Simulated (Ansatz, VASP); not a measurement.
## BN: VASP beside Ansatz

The input INCAR:

```
SYSTEM = BN
  PREC = Accurate
  ENCUT = 520
  EDIFF = 1E-7
  ISMEAR = 0
  SIGMA = 0.05
  LREAL = .FALSE.
  LASPH = .TRUE.
  NELM = 80
  ALGO = Normal
  ISIF = 2
  LWAVE = .FALSE.
  LCHARG = .FALSE.
  GGA = PE
  NBANDS = 11
```

File KPOINTS:

```
regular mesh
0
G
  12 12 12
  0 0 0
```

The input POSCAR:

```
BN
1.0
    0.0000000000      1.7367986231      1.7367986231
    1.7367986231      0.0000000000      1.7367986231
    1.7367986231      1.7367986231      0.0000000000
B N
1 1
Direct
    0.0000000000      0.0000000000      0.0000000000
    0.7500000000      0.7500000000      0.7500000000
```

Input for Ansatz:

```yaml
crystal:
  lattice:
    - [0.0, 1.7367986231, 1.7367986231]
    - [1.7367986231, 0.0, 1.7367986231]
    - [1.7367986231, 1.7367986231, 0.0]
  atoms:
    - { symbol: B, position: [0.0, 0.0, 0.0] }
    - { symbol: "N", position: [0.75, 0.75, 0.75] }
basis:
  ecutwfc: 520.0
kpoints:
  mp_grid: { grid: [12, 12, 12] }
hamiltonian:
  xc: pbe
scf:
  occupations: { method: gaussian, width: 0.05 }
output:
  forces: true
  stress: true
  eigenvalues: true
```

Alike in both runs: task single point; functional PBE; k mesh 12 × 12 × 12; occupations gaussian, width 0.05 eV; no spin polarisation.

|  | VASP | Ansatz |
| --- | --- | --- |
| version | VASP 6.6.1 | Ansatz 0.2.0 |
| potentials or method | VASP PAW PBE potentials, release 64 (B, N) | scalar-relativistic, plane waves, PAW |
| plane-wave cutoff (eV) | 520 | 520 |
| valence electrons in the cell | 8 | 8 |

|  | VASP | Ansatz | Ansatz less VASP |
| --- | --- | --- | --- |
| gap on the k mesh at the Fermi level (eV) | 4.58 | 4.59 | +0.016 |
| least direct gap on the mesh (eV) | 9.39 | 9.41 | +0.014 |

With one functional, cell and mesh, what is left measures potentials, basis and numerics.

 A k mesh can miss the band edges.
